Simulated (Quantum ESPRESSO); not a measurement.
**Zn: phonons at points of the zone under several settings**

```
Zn
1.0
     0.00000    1.96478    1.96478
     1.96478    0.00000    1.96478
     1.96478    1.96478    0.00000
Zn
1
Direct
  0.00000 0.00000 0.00000
```

This isn't the form of Zn at room conditions, which is hcp.

All runs used Quantum ESPRESSO 7.5; potentials GBRV 1.5 PBE; k mesh 12 × 12 × 12; given cell, atoms relaxed; no spin polarisation; cutoff 612 eV; occupations cold, width 0.2 eV.

```tsv
level	point	frequencies (cm⁻¹)
PBE	K (0.375, 0.375, 0.750)	87 130 143
PBE	L (0.500, 0.500, 0.500)	?
PBE	U (0.625, 0.250, 0.625)	87 129 143
PBE	W (0.500, 0.250, 0.750)	111 135 135
PBE	X (0.500, 0.000, 0.500)	98 98 149
```

Problem. What stands in the row left open?

Solution. Frequencies 78 78 185 cm⁻¹.

Caveats: the q point doesn't lie on the k mesh, which can shift a metal's frequencies strongly unless the mesh is converged (some runs).
